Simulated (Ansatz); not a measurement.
# Br (Cmce) in Ansatz: a series of runs

One crystal, Br, is run at these levels: PBE+D3(BJ)-ATM, PBE+D4; tasks: relaxation of cell and atoms.

Everything below comes from runs of Ansatz 0.2.0. Logs are shortened: lines on timing, memory, paths and dates and some standing lists are left out, and cuts for length are marked.

## 1. Starting point

It takes space group Cmce (No. 64, orthorhombic). Conventional cell: a = 6.726 Å, b = 4.645 Å, c = 8.702 Å, α = 90.00°, β = 90.00°, γ = 90.00°. Br (site symmetry m) has 1 Br at 2.29 Å as nearest neighbours.

## 2. Relaxation of cell and atoms, PBE+D3(BJ)-ATM

input.yaml

```yaml
crystal:
  lattice:
    - [3.36325, -2.32255, 0.0]
    - [3.36325, 2.32255, 0.0]
    - [0.0, 0.0, 8.7023]
  atoms:
    - { symbol: Br, position: [0.3651, 0.6349, 0.3901] }
    - { symbol: Br, position: [0.1349, 0.8651, 0.8901] }
    - { symbol: Br, position: [0.6349, 0.3651, 0.6099] }
    - { symbol: Br, position: [0.8651, 0.1349, 0.1099] }
hamiltonian:
  xc: pbe
  pseudopotentials: { kind: paw }
  dispersion: d3bjatm
kpoints:
  mp_grid: { grid: [7, 7, 3] }
scf:
  occupations: { method: fermi_dirac, width: 0.05 }
output:
  forces: true
  stress: true
  eigenvalues: true
relax:
  f_tol: 0.01
  max_steps: 40
  cell: { stress_tol: 0.05 }
```

Potentials or basis: Ansatz PAW.

Started as:

```sh
$ ansatz run input.yaml --threads 2 --pin off --max-ram 5632MiB --backend cpu --events-out ev --progress --plain --runs-dir out
```

The program printed:

```text
Warning: RAYON_NUM_THREADS=2 ignored (pool sized by the plan → 2); use --threads N
Engine: ansatz 0.2.0, aarch64-unknown-linux-gnu
Pseudopotentials: kind: paw
Pseudopotential: Br, paw, valence charge 7, recommended cutoff 420 eV (normal), Br.paw.azcp
Functional definition: PBE
  parameter kappa = 0.804
  parameter beta = 0.06672455060314922
  exchange = pbe_x(kappa = kappa, mu = beta*pi^2/3)
  correlation = pbe_c(beta = beta)
Crystal: 4 atoms, lattice volume = 135.953 Å³
Basis set: ecut = 420 eV, 2641 PW (Γ), exchange–correlation on 60×60×120 points (8 copies of the dense FFT grid, shifted against one another)
Bands: 18, of which v1, the nominal top of the filled ones, is band 14 counted from 1 (13 counted from 0)
Symmetry: 8 space group operations
Space group: Cmce (ITA 64), of the structure as read, at distance tolerance 5.1e-5 Å
k-points: 32 of 147
Non-local potential: Br, projectors of the file, l = 0: 2, l = 1: 2, l = 2: 2
PAW form: soft (Blöchl's): semilocal exchange-correlation on the pseudo side does not see the compensation charge
PAW one-centre angular grid: Br, 110 points (default); XC on 64 Gauss nodes
Initial density: superposition of atomic densities (neutral atoms: chi_scale 0, normalization atom), corrected by the library's trained network
Initial wavefunctions: pseudopotential atomic-orbital guess
Functional: x = pbe(κ = 0.804, μ = 0.2195149727645171), c = pbe(β = 0.06672455060314922)
SCF iter   1: F=—  HF=-11133.336886 eV  |F-HF|=—  |Δ(HF+E_count)|=         —  Δρ=1.26e-3  dr2=1.38e-3  ethr=1.77e-3  ⟨swp⟩=6.8  Hψ=3479  notcnv=0
preconditioner: auto → Resta (q_TF=auto, 2.097 Å⁻¹)  ε∞=3.6  [insulator: Δε(μ)=1.901 eV  Ē_g=10.516 eV  σ=0.050 eV  W_gap=1.00  n_scr=22 (ndim 8)  ℏωp=16.9 eV  f_vac=0.000  D(μ)=0.00/eV (n_scr^D=0)  ε∞_Penn≈3.6]
SCF iter   2: F=—  HF=-11133.338476 eV  |F-HF|=—  |Δ(HF+E_count)|=   1.59e-3  Δρ=6.51e-4  dr2=3.57e-4  ethr=4.91e-6  ⟨swp⟩=3.0  Hψ=1421  notcnv=0
SCF iter   3: F=—  HF=-11133.338851 eV  |F-HF|=—  |Δ(HF+E_count)|=   3.75e-4  Δρ=1.23e-4  dr2=1.79e-5  ethr=1.27e-6  ⟨swp⟩=2.2  Hψ=917  notcnv=0
SCF iter   4: F=—  HF=-11133.338905 eV  |F-HF|=—  |Δ(HF+E_count)|=   5.41e-5  Δρ=4.00e-5  dr2=2.52e-6  ethr=6.38e-8  ⟨swp⟩=2.9  Hψ=1067  notcnv=0
SCF iter   5: F=—  HF=-11133.338908 eV  |F-HF|=—  |Δ(HF+E_count)|=   2.69e-6  Δρ=8.77e-6  dr2=1.11e-7  ethr=9.02e-9  ⟨swp⟩=2.1  Hψ=897  notcnv=0
SCF iter   6: F=-11133.338908 eV  HF=-11133.338908 eV  |F-HF|=2.62e-9  |Δ(HF+E_count)|=   1.67e-7  Δρ=1.82e-6  dr2=4.70e-9  ethr=3.57e-10  ⟨swp⟩=6.9  Hψ=3053  notcnv=0
SCF 1 converged in 6 iterations: F = -11133.338908 eV  dr2 = 4.70e-9
relax step   1: F+E_penalty+E_count = -11133.33890803 eV  Δ(F+E_penalty+E_count) = +0.000e0 eV  max|allowed force component| = 7.699e-1 eV/Å  Δτ_max = 0.0000 Å  P = +0.735 GPa  Ω = 135.953 Å³  (6 SCF iters, dr2 threshold 1.00e-7 eV, accepted)
Crystal: 4 atoms, lattice volume = 125.623 Å³
Basis set: ecut = 420 eV, 2483 PW (Γ), exchange–correlation on 60×60×120 points (8 copies of the dense FFT grid, shifted against one another)
Initial density: handed on by an earlier stage of this run
Initial wavefunctions: those handed on with the density
iter 1 solved again at ethr=1.92e-4 eV; its pass at ethr=3.10e-3 eV (dr2=5.38e-2 eV) is discarded
SCF iter   1: F=—  HF=-11133.474430 eV  |F-HF|=—  |Δ(HF+E_count)|=         —  Δρ=9.07e-3  dr2=5.45e-2  ethr=1.92e-4  ⟨swp⟩=1.1  Hψ=4285  notcnv=0
preconditioner: auto → Resta (q_TF=auto, 2.124 Å⁻¹)  ε∞=3.8  [insulator: Δε(μ)=1.693 eV  Ē_g=10.540 eV  σ=0.050 eV  W_gap=1.00  n_scr=22 (ndim 8)  ℏωp=17.5 eV  f_vac=0.000  D(μ)=0.00/eV (n_scr^D=0)  ε∞_Penn≈3.8]
SCF iter   2: F=—  HF=-11133.459107 eV  |F-HF|=—  |Δ(HF+E_count)|=   1.53e-2  Δρ=4.39e-3  dr2=1.08e-2  ethr=1.92e-4  ⟨swp⟩=3.0  Hψ=966  notcnv=0
SCF iter   3: F=—  HF=-11133.456204 eV  |F-HF|=—  |Δ(HF+E_count)|=   2.90e-3  Δρ=5.62e-4  dr2=2.59e-4  ethr=3.87e-5  ⟨swp⟩=2.0  Hψ=1024  notcnv=0
SCF iter   4: F=—  HF=-11133.456250 eV  |F-HF|=—  |Δ(HF+E_count)|=   4.58e-5  Δρ=8.50e-5  dr2=9.10e-6  ethr=9.24e-7  ⟨swp⟩=2.6  Hψ=1044  notcnv=0
iter 5 did not close the SCF: its close was put off for the readings that it lacked (scf_convergence_deferred on its scf_iter line)
SCF iter   5: F=-11133.456261 eV  HF=-11133.456261 eV  |F-HF|=3.98e-7  |Δ(HF+E_count)|=   1.08e-5  Δρ=1.24e-5  dr2=2.73e-7  ethr=3.25e-8  ⟨swp⟩=2.2  Hψ=903  notcnv=0
SCF iter   6: F=-11133.456261 eV  HF=-11133.456261 eV  |F-HF|=2.88e-8  |Δ(HF+E_count)|=   4.47e-7  Δρ=3.25e-6  dr2=1.36e-8  ethr=9.76e-10  ⟨swp⟩=4.4  Hψ=3177  notcnv=0
[... 61 lines left out ...]
SCF iter   2: F=—  HF=-11133.512743 eV  |F-HF|=—  |Δ(HF+E_count)|=   4.91e-5  Δρ=3.21e-4  dr2=7.18e-5  ethr=7.15e-7  ⟨swp⟩=1.0  Hψ=576  notcnv=0
SCF iter   3: F=—  HF=-11133.512704 eV  |F-HF|=—  |Δ(HF+E_count)|=   3.87e-5  Δρ=2.92e-5  dr2=5.79e-7  ethr=2.57e-7  ⟨swp⟩=2.0  Hψ=1024  notcnv=0
SCF iter   4: F=—  HF=-11133.512706 eV  |F-HF|=—  |Δ(HF+E_count)|=   2.06e-6  Δρ=7.80e-6  dr2=6.00e-8  ethr=2.07e-9  ⟨swp⟩=2.0  Hψ=960  notcnv=0
iter 5 did not close the SCF: its close was put off for the readings that it lacked (scf_convergence_deferred on its scf_iter line)
SCF iter   5: F=-11133.512706 eV  HF=-11133.512706 eV  |F-HF|=1.43e-9  |Δ(HF+E_count)|=   1.28e-8  Δρ=1.27e-6  dr2=2.40e-9  ethr=2.14e-10  ⟨swp⟩=2.3  Hψ=1034  notcnv=0
SCF iter   6: F=-11133.512706 eV  HF=-11133.512706 eV  |F-HF|=5.64e-11  |Δ(HF+E_count)|=   1.77e-9  Δρ=2.23e-7  dr2=9.62e-11  ethr=8.56e-12  ⟨swp⟩=2.1  Hψ=2120  notcnv=0
SCF 7 converged in 6 iterations: F = -11133.512706 eV  dr2 = 9.62e-11
relax step   7: F+E_penalty+E_count = -11133.51270618 eV  Δ(F+E_penalty+E_count) = -3.568e-4 eV  max|allowed force component| = 4.678e-3 eV/Å  Δτ_max = 0.0067 Å  P = -0.012 GPa  Ω = 125.462 Å³  energy of the carried Pulay correction = +7.261e-4 eV  (6 SCF iters, dr2 threshold 5.37e-8 eV, accepted)
Initial wavefunctions: pseudopotential atomic-orbital guess (no wavefunctions were taken with the density)
iter 1 solved again at ethr=6.77e-7 eV; its pass at ethr=3.10e-3 eV (dr2=1.90e-4 eV) is discarded
SCF iter   1: F=—  HF=-11133.511930 eV  |F-HF|=—  |Δ(HF+E_count)|=         —  Δρ=5.75e-5  dr2=4.55e-7  ethr=6.77e-7  ⟨swp⟩=3.8  Hψ=5129  notcnv=0
preconditioner: auto → Resta (q_TF=auto, 2.125 Å⁻¹)  ε∞=3.8  [insulator: Δε(μ)=1.338 eV  Ē_g=10.434 eV  σ=0.050 eV  W_gap=1.00  n_scr=22 (ndim 8)  ℏωp=17.5 eV  f_vac=0.000  D(μ)=0.00/eV (n_scr^D=0)  ε∞_Penn≈3.8]
SCF iter   2: F=—  HF=-11133.511904 eV  |F-HF|=—  |Δ(HF+E_count)|=   2.60e-5  Δρ=3.02e-5  dr2=1.24e-7  ethr=1.62e-9  ⟨swp⟩=2.9  Hψ=1162  notcnv=0
SCF iter   3: F=—  HF=-11133.511905 eV  |F-HF|=—  |Δ(HF+E_count)|=   9.77e-7  Δρ=1.37e-6  dr2=1.56e-9  ethr=4.43e-10  ⟨swp⟩=2.0  Hψ=1008  notcnv=0
SCF iter   4: F=—  HF=-11133.511905 eV  |F-HF|=—  |Δ(HF+E_count)|=  2.42e-10  Δρ=4.28e-7  dr2=9.52e-11  ethr=5.57e-12  ⟨swp⟩=2.1  Hψ=936  notcnv=0
iter 5 did not close the SCF: its close was put off for the readings that it lacked (scf_convergence_deferred on its scf_iter line)
SCF iter   5: F=-11133.511905 eV  HF=-11133.511905 eV  |F-HF|=1.82e-12  |Δ(HF+E_count)|=  3.46e-11  Δρ=6.03e-8  dr2=1.90e-12  ethr=1.00e-12  ⟨swp⟩=2.2  Hψ=875  notcnv=0
SCF iter   6: F=-11133.511905 eV  HF=-11133.511905 eV  |F-HF|=5.46e-12  |Δ(HF+E_count)|=  3.64e-12  Δρ=1.02e-8  dr2=1.26e-13  ethr=1.00e-12  ⟨swp⟩=3.1  Hψ=2103  notcnv=0
SCF 8 converged in 6 iterations: F = -11133.511905 eV  dr2 = 1.26e-13
relax step   8: F+E_penalty+E_count = -11133.51190472 eV  Δ(F+E_penalty+E_count) = +8.015e-4 eV  max|allowed force component| = 4.476e-3 eV/Å  Δτ_max = 0.0000 Å  P = -0.013 GPa  Ω = 125.462 Å³  stress off target by 2.77e-2 GPa  SCF on the basis re-selected at this cell (its energy is not comparable with the rows above)  (6 SCF iters)
basis re-selected at this cell: Δ(F+E_penalty+E_count) = +8.015e-4 eV, ΔP = -0.001 GPa vs the last step (what re-selecting the basis moved, of the pressure what is left beyond the Pulay correction that the steps carried, after the strain that the cell walked since its last selection, with what the two solves' SCF thresholds leave and, on support functions, any second-order correction that the steps lacked; it is no measure of the basis error at this ecutwfc). This SCF's stress stands 2.77e-2 GPa from its target on what of the cell is left free (relax.cell.stress_tol is 5.00e-2 GPa) and its largest allowed force component is 4.48e-3 eV/Å (relax.f_tol is 1.00e-2 eV/Å): within both
SCF converged after 6 iterations
Free energy (F): -11133.511905 eV
Harris-Foulkes:  -11133.511905 eV  (|F-HF|=5.46e-12)
Internal energy: -11133.511904 eV  (E = F + TS)
E sigma→0 (E₀):  -11133.511905 eV
Entropy (-TS):   -0.000000 eV (-0.000 meV/atom)
Fermi energy:    3.011405 eV
--- Per-component energies (eV) ---
  E_band       = -92.625997
  E_kinetic    = 526.457779
  E_local      = -879.204148  (includes V_loc(G=0)·N_el)
  E_nonlocal   = 281.264758
  E_hartree    = 216.660468
  E_xc         = -1051.603078
  E_vxc        = -406.445621  (∫ρ·V_xc dr)
  E_paw        = -8988.138431  (= ΣΔE_a)
  E_vpaw       = -48.019705  (= ΣTr[D̂ρ^β])
  E_aug_tail   = 0.000000  (compensation charges beyond the density's cutoff)
  E_ewald      = -1238.067606
  E_disp       = -0.881648  (pairwise vdW)
  E_smearing   = -0.000000  (= −TS)
  E_closure    = 0.000000  (closes the sum)
  Σ components = -11133.511905   (vs F -11133.511905, Δ=0.00e0)
--- Forces (eV/Å), atoms counted from 1 ---
  atom   1  Br    -0.00000000     0.00022253     0.00447561
  atom   2  Br     0.00000000    -0.00022253     0.00447561
  atom   3  Br     0.00000000    -0.00022253    -0.00447561
  atom   4  Br    -0.00000000     0.00022253    -0.00447561
  max |Σ_I F_I| component: 6.94e-18 eV/Å
--- Stress (GPa, compression-positive) ---
        0.000564       0.000000       0.000000
        0.000000      -0.027718       0.000000
        0.000000       0.000000      -0.011793
  P = ⅓ Tr σ = -0.0130 GPa (-0.130 kbar)
--- Band table (eV; the first three rows and the last of 32) ---
  k-point 0: bands = ["-13.5246", "-12.8537", "-11.4001", "-10.1765", "-2.7249", "-1.2248", "0.2578", "0.4716", "0.5497", "0.9482", "0.9556", "1.7955", "1.9374", "2.3780", "3.7481", "4.6537", "8.2972", "9.1352"]
  k-point 1: bands = ["-13.4027", "-13.0874", "-11.0406", "-10.4504", "-2.4104", "-1.7038", "0.4357", "0.6286", "0.7866", "0.8209", "0.9360", "1.5474", "2.0760", "2.2893", "3.8231", "4.2743", "8.6543", "9.1329"]
  k-point 2: bands = ["-13.4515", "-12.8363", "-11.3434", "-10.2488", "-2.7248", "-1.4470", "-0.2035", "0.0526", "0.4548", "0.8006", "1.4221", "1.8550", "2.0580", "2.2334", "3.7226", "4.5395", "8.7935", "9.5121"]
  k-point 31: bands = ["-13.1486", "-12.8878", "-10.9026", "-10.4450", "-2.3757", "-1.9280", "-1.1902", "-0.7546", "-0.2043", "0.4036", "0.9453", "1.0602", "1.5908", "1.8108", "3.9644", "4.2888", "10.1169", "10.6624"]
--- Relaxed structure (7 steps of the walk, 7 accepted, 1 SCFs on fresh bases) ---
  F+E_penalty+E_count = -11133.51190472 eV   max|allowed force component| = 4.476e-3 eV/Å   (the final SCF, on the basis selected at the relaxed cell)
  cell:  # Å, volume = 125.4620 Å³
    - [3.5128097262570153, -2.0812477193216883, 0.0]
    - [3.5128097262570153, 2.0812477193216883, 0.0]
    - [0.0, 0.0, 8.580323040245359]
  atoms:
    - { symbol: Br, position: [0.3496731888245347, 0.6503268111754653, 0.3808854052739258] }
    - { symbol: Br, position: [0.15032681117546526, 0.8496731888245348, 0.8808854052739256] }
    - { symbol: Br, position: [0.6503268111754653, 0.3496731888245347, 0.6191145947260747] }
    - { symbol: Br, position: [0.8496731888245348, 0.15032681117546526, 0.11911459472607433] }
```

It took 24 s on 2 threads of Arm Neoverse V1, shared host; peak memory 0.39 GiB.

What came out:

```
Free energy                            : -11133.5119 eV
Relaxed volume                         : 31.37 Å³/atom
Relaxed cell                           : a = 4.083 Å, b = 4.083 Å, c = 8.580 Å, α = 90.00°, β = 90.00°, γ = 61.29°
Space group after relaxing (to 0.05 Å) : Cmce (No. 64)
Energy gained by relaxing              : 43.2 meV/atom
Ionic steps                            : 8
Pressure after relaxing                : 0.0 GPa
Largest force after relaxing           : 0.004 eV/Å
Band gap on the k mesh                 : 1.34 eV, indirect (least direct gap 1.37 eV)
```

Forces on the atoms (eV/Å):
```
Br   0.000  0.000  0.004
Br   0.000  0.000  0.004
Br   0.000  0.000 -0.004
Br   0.000  0.000 -0.004
```

Step by step:
```csv
step,energy change (eV),largest force (eV/Å),volume (Å³)
1,0.0000,0.8812,135.95
2,-0.1174,0.3530,125.62
3,-0.1572,0.0882,124.64
4,-0.1676,0.0157,122.12
5,-0.1708,0.0469,124.47
6,-0.1734,0.0299,124.94
7,-0.1738,0.0047,125.46
8,-0.1730,0.0045,125.46
```

Final structure:
```xyz
4
Lattice="3.5128 -2.0812 0.0000 3.5128 2.0812 0.0000 0.0000 0.0000 8.5803" Properties=species:S:1:pos:R:3 pbc="T T T"
Br    3.5128    0.6257    3.2681
Br    3.5128    1.4555    7.5583
Br    3.5128   -0.6257    5.3122
Br    3.5128   -1.4555    1.0220
```

Levels at points of the mesh, in eV from the valence-band top:
```
           k point  band 11  band 12  band 13  band 14  band 15  band 16  band 17  band 18
(0.00, 0.00, 0.00)    -1.42    -0.58    -0.44     0.00     1.37     2.28     5.92     6.76
```

Caveat: odd divisions of the mesh miss points on the zone boundary, where band edges often lie, so the gap on the mesh can be too wide; the plane-wave basis is chosen anew once the cell has moved, so the energies of steps on either side of that aren't comparable.

(Continued in part 2 of 2.)
